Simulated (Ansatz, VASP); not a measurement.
# One calculation of GaN, two programs

POSCAR

```
GaN
1.0
    3.1150838257      0.0000000000      0.0000000000
   -1.5575419129      2.6977417280      0.0000000000
    0.0000000000      0.0000000000      5.0605418376
Ga N
2 2
Direct
    0.6666666667      0.3333333333      0.5000000000
    0.3333333333      0.6666666667      0.0000000000
    0.6666666667      0.3333333333      0.8750000000
    0.3333333333      0.6666666667      0.3750000000
```

File INCAR.step1:

```
PREC = Accurate ; ENCUT = 520
ISMEAR = -1 ; SIGMA = 0.05
LREAL = False ; LASPH = True
NELM = 60 ; NBANDS = 26
GGA = PE ; ALGO = Normal
EDIFF = 1E-4 ; LWAVE = True
LCHARG = False
```

The input INCAR.step2:

```
PREC = Accurate ; ENCUT = 520
EDIFF = 1E-7 ; ISMEAR = -1
SIGMA = 0.05 ; LREAL = False
LASPH = True ; NELM = 60
ALGO = Normal ; ISIF = 2
LWAVE = False ; LCHARG = False
METAGGA = R2SCAN ; LMIXTAU = True
LUSE_VDW = True ; IVDW_NL = 2
BPARAM = 11.95 ; CPARAM = 0.0093
NBANDS = 26 ; ISTART = 1
```

Contents of KPOINTS:

```
regular mesh
0
Gamma
  10 10 5
```

File input.yaml:

```yaml
crystal:
  lattice:
    - [3.1150838257, 0.0, 0.0]
    - [-1.5575419129, 2.697741728, 0.0]
    - [0.0, 0.0, 5.0605418376]
  atoms:
    - { symbol: Ga, position: [0.6666666667, 0.3333333333, 0.5] }
    - { symbol: Ga, position: [0.3333333333, 0.6666666667, 0.0] }
    - { symbol: "N", position: [0.6666666667, 0.3333333333, 0.875] }
    - { symbol: "N", position: [0.3333333333, 0.6666666667, 0.375] }
hamiltonian:
  xc: r2scan
  pseudopotentials: { kind: paw }
  dispersion: rvv10
kpoints:
  mp_grid: { grid: [10, 10, 5] }
scf:
  occupations: { method: fermi_dirac, width: 0.05 }
output:
  forces: true
  stress: true
  eigenvalues: true
```

Alike in both runs: task single point; functional r2SCAN; dispersion rVV10; k mesh 10 × 10 × 5; occupations fermi-dirac, width 0.05 eV; no spin polarisation.

|  | VASP | Ansatz |
| --- | --- | --- |
| version | VASP 6.6.1 | Ansatz 0.2.0 |
| potentials or method | VASP PAW PBE potentials, release 64 (Ga_d, N) | Ansatz PAW |
| plane-wave cutoff (eV) | 520 | 500 |
| valence electrons in the cell | 36 | 36 |

```csv
,VASP,Ansatz,Ansatz less VASP
gap on the k mesh at the Fermi level (eV),2.77,2.78,+0.009
least direct gap on the mesh (eV),2.77,2.78,+0.009
pressure (GPa),15.2,13.9,-1.25
largest component of the traceless stress (GPa),1.77,1.80,+0.034
rms of the force components (eV/Å),0.094,0.092,-0.0018
```

Atom by atom the forces differ by 0.002 eV/Å (rms over components).

Caveats: so large a pressure means that the cell lies far from this level's equilibrium, or that cutoff or potentials fall short (VASP); the potentials were made for another functional, which shifts forces and pressure (VASP); odd divisions of the mesh miss points on the zone boundary, where band edges often lie, so the gap on the mesh can be too wide (Ansatz); the PAW data sets come from PBE, with cores solved anew for the run's functional, which leaves a small shift of forces and pressure (Ansatz). r2SCAN opens gaps a little over a GGA but as a rule still falls short of measured ones.
